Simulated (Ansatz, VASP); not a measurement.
**One calculation of Pt, two programs**

INCAR

```
SYSTEM = Pt
ALGO = Normal ; EDIFF = 1E-6
ENCUT = 520 ; ISIF = 2
ISMEAR = -1 ; LASPH = .TRUE.
LCHARG = .TRUE. ; LELF = .TRUE.
LREAL = .FALSE. ; LVHAR = .TRUE.
LWAVE = .FALSE. ; NBANDS = 22
NELM = 80 ; PREC = Accurate
SIGMA = 0.1
```

File KPOINTS:

```
k-points
0
G
  9 9 13
  0 0 0
```

File POSCAR:

```
Pt
1.0
    4.5043495071      0.0000000000      0.0000000000
   -2.2521747536      3.9008811007      0.0000000000
    0.0000000000      0.0000000000      2.6836460781
Pt
3
Direct
    1.0000000000      1.0000000000      1.0000000000
    0.3333333333      0.6666666667      0.5000000000
    0.6666666667      0.3333333333      0.5000000000
```

Input for Ansatz:

```yaml
crystal:
  lattice:
    - [4.5043495071, 0.0, 0.0]
    - [-2.2521747536, 3.9008811007, 0.0]
    - [0.0, 0.0, 2.6836460781]
  atoms:
    - { symbol: Pt, position: [1.0, 1.0, 1.0] }
    - { symbol: Pt, position: [0.3333333333, 0.6666666667, 0.5] }
    - { symbol: Pt, position: [0.6666666667, 0.3333333333, 0.5] }
hamiltonian:
  xc: lda
  pseudopotentials:
    kind: paw
    azcp:
      Pt: "pseudopotentials/Pt.paw.azcp"
basis:
  ecutwfc: 420
  fft_grid_basis: typed
kpoints:
  mp_grid: { grid: [9, 9, 13], shift: [0, 0, 0] }
magnetization:
  spin_polarized: false
scf:
  occupations: { method: fermi_dirac, width: 0.1 }
  lower_state_search: "off"
output:
  stress: true
```

Alike in both runs: task single point; functional LDA; k mesh 9 × 9 × 13; occupations fermi-dirac, width 0.1 eV; no spin polarisation.

|  | VASP | Ansatz |
| --- | --- | --- |
| version | VASP 6.6.1 | Ansatz 0.2.0 |
| potentials or method | VASP PAW LDA potentials, release 64 (Pt) | plane waves (420 eV) with PAW, scalar-relativistic |
| plane-wave cutoff (eV) | 520 | 420 |
| valence electrons in the cell | 30 | 54 |

|  | VASP | Ansatz | Ansatz less VASP |
| --- | --- | --- | --- |
| pressure (GPa) | -9.6 | -10.2 | -0.55 |
| largest component of the traceless stress (GPa) | 0.71 | 0.71 | -0.005 |

The two sets of potentials don't hold the same shells in valence. Ansatz warned: «pseudo_functional_mismatch».

Spin-orbit coupling is left out, which matters for the levels of Pt.
